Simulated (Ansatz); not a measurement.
# NaCl: moving Cl off its site

NaCl, Fm-3m, a = 5.663 Å (as given, not relaxed at this level: -0.8 GPa). Ansatz: PBEsol, PAW, 420 eV, Γ-centred 8×8×8 mesh on 2 atoms, Gaussian smearing 0.05 eV; no spin polarisation.

```
Na Cl
1.0
     0.00000    2.83175    2.83175
     2.83175    0.00000    2.83175
     2.83175    2.83175    0.00000
Na Cl
1 1
Direct
  0.00000 0.00000 0.00000
  0.50000 0.50000 0.50000
```

Atom 2 (Cl) moves by x along the unit vector (0.707, -0.707, 0.000), with its periodic images; all else is held. y is the free energy of the cell over the start, F the force along the path summed over the moved atoms. Symmetry makes y even in x.

```
  x (Å) y (meV) F (eV/Å)
-0.3000        ?         ?
-0.1500    13.64      0.18
 0.0000     0.00      0.00
 0.0375     0.84     -0.04
 0.0750     3.37     -0.09
 0.1125     7.62     -0.14
 0.1875    21.47     -0.23
 0.2250    31.19     -0.29
 0.2625    42.90     -0.34
```

Q: Fit y = c2 x² + c4 x⁴ to the energies of the other rows, give the force constant, and predict energy and force of the missing row.

A: Least squares on the rows shown. y = 598.11 x² + 355.45 x⁴. The force constant is 2 c2 = 1.20 eV/Å² (for all images moving together, not for a lone atom). With two atoms in a cubic cell this is the optical mode at Γ without the LO field: ω = 521.5 √(2 c2/μ) = 153 cm⁻¹ for μ = 13.95 u. The force −dy/dx at the missing row is 0.40 eV/Å (computed 0.40). At x = -0.3000 the fit asked for gives 56.71 meV. The run gave 56.70 meV, so the fit is 0.01 meV too high, a small miss on the scale of the series.